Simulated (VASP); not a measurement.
C in VASP 6.6.1, single-point calculation

INCAR

```
LWAVE = .FALSE.
METAGGA = R2SCAN
ENCUT = 520
IBRION = -1
EDIFF = 1E-7
LASPH = .TRUE.
MAXMIX = 10
ISMEAR = 0
ISYM = -1
ALGO = Normal
ISIF = 2
SIGMA = 0.01
NELM = 84
NBANDS = 11
LCHARG = .FALSE.
LREAL = .FALSE.
NSW = 0
PREC = Accurate
```

KPOINTS

```
KPOINTS created by Atomic Simulation Environment
0
Gamma
4 4 4
0 0 0
```

POSCAR

```
C
 1.0000000000000000
     0.0000000000000000    1.7979253840000000    1.7763848549000001
     1.7979253840000000    0.0000000000000000    1.7763848549000001
     1.7979253840000000    1.7979253840000000    0.0000000000000000
 C
   2
Cartesian
  0.0000000000000000  0.0000000000000000  0.0000000000000000
  0.8989626919999999  0.8989626919999999  0.8881924274500000
```

The recommended PBE PAW datasets give the neutral cell 8 valence electrons.

Command

```
mpirun -np 1 vasp_std
```

OSZICAR

```
N       E                     dE             d eps       ncg     rms          rms(c)
DAV:   1    -0.333546390748E+01   -0.33355E+01   -0.48994E+03  1443   0.740E+02
DAV:   2    -0.214529896972E+02   -0.18118E+02   -0.17434E+02  1834   0.121E+02
DAV:   3    -0.217986109913E+02   -0.34562E+00   -0.34475E+00  1645   0.125E+01
DAV:   4    -0.217991506624E+02   -0.53967E-03   -0.53966E-03  1504   0.616E-01
DAV:   5    -0.217991513448E+02   -0.68239E-06   -0.68240E-06  1615   0.199E-02    0.512E+00
DAV:   6    -0.196065202884E+02    0.21926E+01   -0.25685E-01  1478   0.366E+00    0.382E+00
DAV:   7    -0.195078810321E+02    0.98639E-01   -0.24778E-01  1411   0.358E+00    0.747E-01
DAV:   8    -0.195088226439E+02   -0.94161E-03   -0.41710E-03  1540   0.555E-01    0.387E-01
DAV:   9    -0.195091804654E+02   -0.35782E-03   -0.16087E-04  1450   0.145E-01    0.154E-02
DAV:  10    -0.195091825201E+02   -0.20547E-05   -0.26429E-06  1594   0.134E-02    0.589E-03
DAV:  11    -0.195091835517E+02   -0.10316E-05   -0.68784E-07  1441   0.754E-03    0.468E-04
DAV:  12    -0.195091834655E+02    0.86243E-07   -0.71356E-09   758   0.665E-04
   1 F= -.19509183E+02 E0= -.19509183E+02  d E =-.228876E-89
```

From OUTCAR

```
k-points           NKPTS =     64   k-points in BZ     NKDIM =     64   number of bands    NBANDS=     11

   NELECT =       8.0000    total number of electrons

   dimension x,y,z NGX =    20 NGY =   20 NGZ =   20
   dimension x,y,z NGXF=    40 NGYF=   40 NGZF=   40

  energy-cutoff  :      520.00
  volume of cell :       11.48
      direct lattice vectors                 reciprocal lattice vectors
     0.000000000  1.797925384  1.776384855    -0.278098304  0.278098304  0.281470538
     1.797925384  0.000000000  1.776384855     0.278098304 -0.278098304  0.281470538
     1.797925384  1.797925384  0.000000000     0.278098304  0.278098304 -0.281470538

 k-points in reciprocal lattice and weights: KPOINTS created by Atomic Simulation Env
   0.00000000  0.00000000  0.00000000       0.016
   0.25000000  0.00000000  0.00000000       0.016
   0.50000000  0.00000000  0.00000000       0.016
  -0.25000000 -0.00000000  0.00000000       0.016
   0.00000000  0.25000000  0.00000000       0.016
   0.25000000  0.25000000  0.00000000       0.016
   0.50000000  0.25000000  0.00000000       0.016
  -0.25000000  0.25000000  0.00000000       0.016
   ...

 E-fermi :   9.8294

 k-point     1 :       0.0000    0.0000    0.0000
  band No.  band energies     occupation
      1     -12.9681      2.00000
      2       9.5031      2.00000
      3       9.5031      2.00000
      4       9.6891      2.00000
      5      15.2549      0.00000
      6      15.4157      0.00000
      7      15.4157      0.00000
      8      23.0876      0.00000
      9      29.7629      0.00000
     10      36.4725      0.00000
     11      37.0893      0.00000

 k-point     2 :       0.2500    0.0000    0.0000
  band No.  band energies     occupation
      1     -11.1923      2.00000
      2       2.6158      2.00000
      3       7.6398      2.00000
      4       7.8143      2.00000
      5      17.5864      0.00000
      6      17.6903      0.00000
      7      18.0027      0.00000
      8      24.7791      0.00000
      9      31.2518      0.00000
     10      32.6310      0.00000
     11      32.8309      0.00000

 k-point     3 :       0.5000    0.0000    0.0000
  band No.  band energies     occupation
      1      -7.0890      2.00000
      2      -4.3481      2.00000
      3       6.5091      2.00000
      4       6.7304      2.00000
      5      18.2393      0.00000
      6      18.3296      0.00000
      7      18.7067      0.00000
      8      26.1304      0.00000
      9      32.5679      0.00000
     10      34.7870      0.00000
     11      36.5283      0.00000

 k-point     4 :      -0.2500   -0.0000    0.0000
  band No.  band energies     occupation
      1     -11.1923      2.00000
      2       2.6158      2.00000
      3       7.6398      2.00000
      4       7.8143      2.00000
      5      17.5864      0.00000
      6      17.6903      0.00000
      7      18.0027      0.00000
      8      24.7791      0.00000
      9      31.2518      0.00000
     10      32.6310      0.00000
     11      32.8309      0.00000

 k-point     5 :       0.0000    0.2500    0.0000
  band No.  band energies     occupation
      1     -11.1923      2.00000
      2       2.6158      2.00000
      3       7.6398      2.00000
      4       7.8143      2.00000
      5      17.5864      0.00000
      6      17.6903      0.00000
      7      18.0027      0.00000
      8      24.7791      0.00000
      9      31.2518      0.00000
     10      32.6310      0.00000
     11      32.8309      0.00000

 ...

  Total       -0.6728433     -0.6728433      0.1402043     -0.0000023     -0.0000006     -0.0000013
  in kB      -93.8672626    -93.8672597     19.5596761     -0.0003152     -0.0000855     -0.0001810
  external PRESSURE =     -56.0582820 kB  Pullay stress =       0.0000000 kB

 POSITION                                       TOTAL-FORCE (eV/Angst)
 -----------------------------------------------------------------------------------
      0.00000      0.00000      0.00000        -0.000001     -0.000001     -0.000001
      0.89896      0.89896      0.88819         0.000001      0.000001      0.000001
 -----------------------------------------------------------------------------------
    total drift:                               -0.000000      0.000000      0.000000

  FREE ENERGIE OF THE ION-ELECTRON SYSTEM (eV)
  ---------------------------------------------------
  free  energy   TOTEN  =       -19.5091834655 eV

  energy  without entropy=      -19.5091834655  energy(sigma->0) =      -19.50918347
```

It converged. Results: gap between bands v and c on the k mesh 4.30 eV; least direct gap on the k mesh 5.57 eV; pressure -5.6 GPa. Band v is the last that the valence electrons fill when counted band by band, and c is the next.

These settings aren't sound, so the numbers aren't properties of the crystal.

On sound settings r²SCAN gives a gap of 4.00 eV on its mesh and a pressure of -6.7 GPa for the intended cell.

The run took about 25 s on one core of a shared host (Intel Xeon Platinum 8488C) and held 0.12 GiB at most.
